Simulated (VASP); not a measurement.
# Cu (Fm-3m) in VASP: further runs

One crystal, Cu, is run at these levels: PBE, LDA; tasks: single point.

Everything below comes from runs of VASP 6.6.1. Logs are shortened: lines on timing, memory, paths and dates and some standing lists are left out, and cuts for length are marked.

**1. The structure**

It takes space group Fm-3m (No. 225, cubic). Conventional cell: a = 3.615 Å, b = 3.615 Å, c = 3.615 Å, α = 90.00°, β = 90.00°, γ = 90.00°. Cu (site symmetry m-3m) has 12 Cu at 2.56 Å as nearest neighbours.

**2. Single point, PBE**

File INCAR:

```
SYSTEM = Cu
PREC = Accurate
ENCUT = 520
EDIFF = 1E-7
ISMEAR = -1
SIGMA = 0.1
LREAL = .False.
LASPH = .True.
NELM = 100
ALGO = Normal
ISIF = 2
LWAVE = .False.
LCHARG = .False.
GGA = PE
NBANDS = 12
```

File KPOINTS:

```
regular mesh
0
Gamma
  24 24 24
  0 0 0
```

File POSCAR:

```
Cu
1.0
    0.0000000000      1.8075000000      1.8075000000
    1.8075000000      0.0000000000      1.8075000000
    1.8075000000      1.8075000000      0.0000000000
Cu
1
Direct
    0.0000000000      0.0000000000      0.0000000000
```

Potentials or basis: VASP PAW PBE potentials, release 64 (Cu).

Run with:

```console
$ cat potpaw_PBE.64/Cu/POTCAR > POTCAR
$ mpirun -np 1 vasp_std > vasp.out
```

OUTCAR:

```text
SYSTEM = Cu
   PREC = Accurate
   ENCUT = 520
   EDIFF = 1E-7
   ISMEAR = -1
   LREAL = .False.
   LASPH = .True.
   NELM = 100
   ISIF = 2
   GGA = PE

 ion  position               nearest neighbor table
   1  0.000  0.000  0.000-

  LATTYP: Found a face centered cubic cell.
 ALAT       =     3.6150000000

  Lattice vectors:

 A1 = (   0.0000000000,   1.8075000000,   1.8075000000)
 A2 = (   1.8075000000,   0.0000000000,   1.8075000000)
 A3 = (   1.8075000000,   1.8075000000,   0.0000000000)

Analysis of symmetry for initial positions (statically):
=====================================================================
 Subroutine PRICEL returns:
 Original cell was already a primitive cell.

 Routine SETGRP: Setting up the symmetry group for a
 face centered cubic supercell.

 Subroutine GETGRP returns: Found 48 space group operations
 (whereof 48 operations were pure point group operations)
 out of a pool of 48 trial point group operations.

The static configuration has the point symmetry O_h .

Analysis of symmetry for dynamics (positions and initial velocities):
=====================================================================
 Subroutine PRICEL returns:
 Original cell was already a primitive cell.

 Routine SETGRP: Setting up the symmetry group for a
 face centered cubic supercell.

 Subroutine GETGRP returns: Found 48 space group operations
 (whereof 48 operations were pure point group operations)
 out of a pool of 48 trial point group operations.

The dynamic configuration has the point symmetry O_h .

 Subroutine INISYM returns: Found 48 space group operations
 (whereof 48 operations are pure point group operations),
 and found     1 'primitive' translations

----------------------------------------------------------------------------------------

                                     Primitive cell

  volume of cell :      11.8104

  direct lattice vectors                    reciprocal lattice vectors
     0.000000000  1.807500000  1.807500000    -0.276625173  0.276625173  0.276625173
     1.807500000  0.000000000  1.807500000     0.276625173 -0.276625173  0.276625173
     1.807500000  1.807500000  0.000000000     0.276625173  0.276625173 -0.276625173

  length of vectors
     2.556191014  2.556191014  2.556191014     0.479128854  0.479128854  0.479128854

  position of ions in fractional coordinates (direct lattice)
[... 82 lines left out ...]
   NFREE  =      0    steps in history (QN), initial steepest desc. (CG)
   ISIF   =      2    stress and relaxation
   ISYM   =      2    0-nonsym 1-usesym 2-fastsym
   POTIM  = 0.5000    time-step for ionic-motion
   TEBEG  =    0.0;   TEEND  =   0.0 temperature during run
   PSTRESS=    0.0 pullay stress
   NELECT =      11.0000    total number of electrons
   NUPDOWN=      -1.0000    fix difference up-down
   EMIN   =  10.00;   EMAX   =-10.00  energy-range for DOS
   EFERMI =   0.00;   METHOD = LEGACY
   ISMEAR =    -1;   SIGMA  =   0.10  broadening in eV -4-tet -1-fermi 0-gaus
   EFERMI_NEDOS =   21; number of points for ismear=-14 and -15
   IALGO  =     38    algorithm
   IMIX   =      4    mixing-type and parameters
     AMIX     =   0.40;   BMIX     =  1.00
     AMIX_MAG =   1.60;   BMIX_MAG =  1.00
  volume/ion in A,a.u.               =      11.81        79.70
  Fermi-wavevector in a.u.,A,eV,Ry     =   1.598763  3.021224 34.777078  2.556043
  Thomas-Fermi vector in A             =   2.696162
   LORBIT       =      0    0 simple, 1 ext, 2 COOP (PROOUT), +10 PAW based schemes
   GGA     = PE    functional components
   LHFCALC =     F    Hartree Fock is set to
   AEXX    =    0.0000 exact exchange contribution
   IVDW    =     0    specifies the selected vdW correction
   LEPSILON=     F    determine dielectric tensor
   LRPA    =     F    only Hartree local field effects (RPA)
 non-spin polarized calculation
  energy-cutoff  :      520.00
  volume of cell :       11.81
 maximum number of plane-waves:       332
   NGX =  9   NGY =  9   NGZ =  9

 number of electron      11.0000001 magnetization

 Free energy of the ion-electron system (eV)
  ---------------------------------------------------
  ext. energy  EPLUGINS =         0.00000000
  ---------------------------------------------------
  free energy    TOTEN  =        -3.73176385 eV

  energy without entropy =       -3.72262968  energy(sigma->0) =       -3.72719676

 E-fermi :   7.6033     XC(G=0): -12.7260

 val. band max:        7.5907003546   @ k =   0.5000   0.1667   0.0417
 cond. band min:       7.6426620146   @ k =   0.5000   0.2500   0.0833
 fundamental gap:      0.0519616600
 Fermi energy:         7.6032677067

 k-point     1 :       0.0000    0.0000    0.0000
  band No.  band energies     occupation
      1      -1.7658      2.00000
      2       4.5570      2.00000
      3       4.5570      2.00000
      4       4.5570      2.00000
      5       5.3788      2.00000
      6       5.3788      2.00000
      7      30.1797      0.00000
      8      32.8239      0.00000
      9      32.8239      0.00000
     10      32.8239      0.00000
     11      35.3152      0.00000
     12      35.3152      0.00000
[... 331 lines left out ...]
 k-point    24 :       0.4583    0.0417    0.0000
  band No.  band energies     occupation
      1       2.4767      2.00000
      2       4.5143      2.00000
      3       4.5609      2.00000
      4       5.5403      2.00000
      5       5.9349      2.00000
      6       6.4582      1.99998
      7      12.1683      0.00000
      8      28.3424      0.00000
      9      28.8396      0.00000
     10      29.4541      0.00000
     11      33.3586      0.00000
     12      33.7073      0.00000

 [... further k-points ...]

------------------------ aborting loop because EDIFF is reached ----------------------------------------

  FORCE on cell =-STRESS in cart. coord.  units (eV):
  Direction    XX          YY          ZZ          XY          YZ          ZX
  --------------------------------------------------------------------------------------
  -------------------------------------------------------------------------------------
  Total        0.1710985      0.1710985      0.1710985     -0.0000000     -0.0000000     -0.0000000
  in kB       23.2108982     23.2108982     23.2108982     -0.0000000     -0.0000000     -0.0000000
  external PRESSURE =      23.2108982 kB  Pullay stress =       0.0000000 kB

 VOLUME and BASIS-vectors are now :
 -----------------------------------------------------------------------------
  energy-cutoff  :      520.00
  volume of cell :       11.81
      direct lattice vectors                 reciprocal lattice vectors
     0.000000000  1.807500000  1.807500000    -0.276625173  0.276625173  0.276625173
     1.807500000  0.000000000  1.807500000     0.276625173 -0.276625173  0.276625173
     1.807500000  1.807500000  0.000000000     0.276625173  0.276625173 -0.276625173

 POSITION                                       TOTAL-FORCE (eV/Angst)
 -----------------------------------------------------------------------------------
      0.00000      0.00000      0.00000         0.000000      0.000000      0.000000
 -----------------------------------------------------------------------------------
    total drift:                                0.000000     -0.000000     -0.000000

  FREE ENERGIE OF THE ION-ELECTRON SYSTEM (eV)
  ---------------------------------------------------
  free  energy   TOTEN  =        -3.7317638500 eV

  energy  without entropy=       -3.7226296790  energy(sigma->0) =       -3.72719676
```

It took 29 s on 1 thread of Intel Xeon Platinum 8488C (Sapphire Rapids), shared host; peak memory 0.17 GiB.

Results:

- Free energy: -3.7318 eV
- Pressure: 2.3 GPa
- Band gap on the k mesh: none (metal or under the smearing width)

Levels at points of the mesh, in eV from the Fermi level:
| k point | band 3 | band 4 | band 5 | band 6 | band 7 | band 8 | band 9 | band 10 |
| --- | --- | --- | --- | --- | --- | --- | --- | --- |
| (0.00, 0.00, 0.00) | -3.05 | -3.05 | -2.22 | -2.22 | 22.58 | 25.22 | 25.22 | 25.22 |
| (0.50, 0.00, 0.00) | -3.08 | -1.66 | -1.66 | -1.02 | 3.74 | 21.07 | 22.05 | 22.05 |
| (0.50, 0.50, 0.00) | -1.67 | -1.51 | -1.51 | 1.48 | 7.10 | 13.06 | 13.06 | 17.56 |

**3. Single point, PBE**

INCAR is that of step 2.

File KPOINTS:

```
regular mesh
0
Gamma
  36 36 36
  0 0 0
```

POSCAR is that of step 2.

Potentials or basis: VASP PAW PBE potentials, release 64 (Cu).

Run with:

```console
$ cat potpaw_PBE.64/Cu/POTCAR > POTCAR
$ mpirun -np 1 vasp_std > vasp.out
```

Wall time 82 s (1 thread of Intel Xeon Platinum 8488C (Sapphire Rapids), shared host); peak memory 0.27 GiB.

The run converged. Its results:

* Free energy: -3.7313 eV
* Pressure: 2.3 GPa
* Band gap on the k mesh: none (metal or under the smearing width)

Levels at points of the mesh, in eV from the Fermi level:
```csv
k point,band 2,band 3,band 4,band 5,band 6,band 7,band 8,band 9,band 10,band 11
"(0.00, 0.00, 0.00)",-3.05,-3.05,-3.05,-2.23,-2.23,22.57,25.22,25.22,25.22,27.71
"(0.50, 0.00, 0.00)",-3.08,-3.08,-1.66,-1.66,-1.02,3.73,21.07,22.05,22.05,25.05
"(0.50, 0.50, 0.00)",-4.44,-1.68,-1.52,-1.52,1.48,7.09,13.06,13.06,17.55,20.24
```

**4. Single point, LDA**

INCAR: that of step 3 with these lines changed.

```diff
@@ -13,3 +13,3 @@
 LCHARG = .False.
-GGA = PE
+GGA = CA
 NBANDS = 12
```

KPOINTS is that of step 3.

POSCAR is that of step 3.

Potentials or basis: VASP PAW LDA potentials, release 64 (Cu).

Run with:

```console
$ cat potpaw_LDA.64/Cu/POTCAR > POTCAR
$ mpirun -np 1 vasp_std > vasp.out
```

OUTCAR:

```text
SYSTEM = Cu
   PREC = Accurate
   ENCUT = 520
   EDIFF = 1E-7
   ISMEAR = -1
   LREAL = .False.
   LASPH = .True.
   NELM = 100
   ISIF = 2
   GGA = CA

 ion  position               nearest neighbor table
   1  0.000  0.000  0.000-

  LATTYP: Found a face centered cubic cell.
 ALAT       =     3.6150000000

  Lattice vectors:

 A1 = (   0.0000000000,   1.8075000000,   1.8075000000)
 A2 = (   1.8075000000,   0.0000000000,   1.8075000000)
 A3 = (   1.8075000000,   1.8075000000,   0.0000000000)

Analysis of symmetry for initial positions (statically):
[... 531 lines left out ...]
      7      25.9123      0.00000
      8      30.2579      0.00000
      9      30.4121      0.00000
     10      32.2879      0.00000
     11      35.8289      0.00000
     12      37.6075      0.00000

 [... further k-points ...]
[... 5 lines left out ...]
  --------------------------------------------------------------------------------------
  -------------------------------------------------------------------------------------
  Total       -0.8636583     -0.8636583     -0.8636583      0.0000000      0.0000000     -0.0000000
  in kB     -117.1622244   -117.1622244   -117.1622244      0.0000000      0.0000000     -0.0000000
  external PRESSURE =    -117.1622244 kB  Pullay stress =       0.0000000 kB

 VOLUME and BASIS-vectors are now :
 -----------------------------------------------------------------------------
  energy-cutoff  :      520.00
  volume of cell :       11.81
      direct lattice vectors                 reciprocal lattice vectors
     0.000000000  1.807500000  1.807500000    -0.276625173  0.276625173  0.276625173
     1.807500000  0.000000000  1.807500000     0.276625173 -0.276625173  0.276625173
     1.807500000  1.807500000  0.000000000     0.276625173  0.276625173 -0.276625173

 POSITION                                       TOTAL-FORCE (eV/Angst)
 -----------------------------------------------------------------------------------
      0.00000      0.00000      0.00000         0.000000     -0.000000      0.000000
 -----------------------------------------------------------------------------------
    total drift:                                0.000000      0.000000      0.000000

  FREE ENERGIE OF THE ION-ELECTRON SYSTEM (eV)
  ---------------------------------------------------
  free  energy   TOTEN  =        -4.6784779702 eV

  energy  without entropy=       -4.6686007812  energy(sigma->0) =       -4.67353938
```

OSZICAR:

```text
N       E                     dE             d eps       ncg     rms          rms(c)
DAV:   1     0.417514829279E+02    0.41751E+02   -0.53771E+03 33236   0.155E+03
DAV:   2    -0.429925145165E+01   -0.46051E+02   -0.42429E+02 30776   0.205E+02
DAV:   3    -0.565907985194E+01   -0.13598E+01   -0.13462E+01 34792   0.404E+01
DAV:   4    -0.566795541458E+01   -0.88756E-02   -0.88740E-02 33740   0.286E+00
DAV:   5    -0.566804259691E+01   -0.87182E-04   -0.87182E-04 35600   0.290E-01    0.797E+00
DAV:   6    -0.512244165750E+01    0.54560E+00   -0.16172E+01 35512   0.780E+01    0.425E+00
DAV:   7    -0.469314193708E+01    0.42930E+00   -0.26096E+00 35492   0.315E+01    0.545E-01
DAV:   8    -0.468050110665E+01    0.12641E-01   -0.65852E-03 35748   0.144E+00    0.331E-01
DAV:   9    -0.467846668388E+01    0.20344E-02   -0.10605E-02 36464   0.177E+00    0.174E-02
DAV:  10    -0.467847571356E+01   -0.90297E-05   -0.33441E-05 43480   0.926E-02    0.465E-03
DAV:  11    -0.467847797510E+01   -0.22615E-05   -0.69876E-07 41996   0.878E-03    0.609E-04
DAV:  12    -0.467847797020E+01    0.49088E-08   -0.20703E-08 20652   0.234E-03
   1 F= -.46784780E+01 E0= -.46735394E+01  d E =-.987719E-02
```

Run time: 83 s. Hardware: 1 thread of Intel Xeon Platinum 8488C (Sapphire Rapids), shared host; peak memory 0.27 GiB.

Results:

```
Free energy            : -4.6785 eV
Pressure               : -11.7 GPa
Band gap on the k mesh : none (metal or under the smearing width)
```

**5. The runs side by side**

| level | potentials or basis | k mesh | gap on the mesh (eV) | pressure (GPa) |
| --- | --- | --- | --- | --- |
| PBE | VASP PAW PBE potentials, release 64 (Cu) | 24 × 24 × 24 | none | 2.3 |
| PBE | VASP PAW PBE potentials, release 64 (Cu) | 36 × 36 × 36 | none | 2.3 |
| LDA | VASP PAW LDA potentials, release 64 (Cu) | 36 × 36 × 36 | none | -11.7 |

Alike in all rows: task single point; no spin polarisation; cell as given; cutoff (eV) 520; smearing fermi-dirac 0.1 eV.

Total energies depend on the potentials used, so only differences within one code and one set of settings carry meaning.
